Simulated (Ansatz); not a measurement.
Bi (dhcp): energy against volume

Computed with DFT, revPBE, plane waves (420 eV) with PAW, scalar-relativistic (Ansatz 0.2.0). The PAW files were generated under PBE, with cores re-solved for the functional.

The cell is scaled uniformly from the relaxed one, with fractional coordinates and shape fixed. Energies are extrapolated to zero smearing, pressures are those at the given smearing. Magnetic state: spin not included.

A Birch-Murnaghan fit gives V₀ = 32.26 Å³/atom, B₀ = 49 GPa, B₀′ = 4.6.

What are the energy above the minimum and the pressure at 31.046 Å³/atom?

7.5 meV/atom and 2.10 GPa as computed.

What are the energy above the minimum and the pressure at 33.634 Å³/atom?

8.3 meV/atom and -1.81 GPa as computed.

What are the energy above the minimum and the pressure at 36.221 Å³/atom?

59.9 meV/atom and -4.28 GPa as computed.
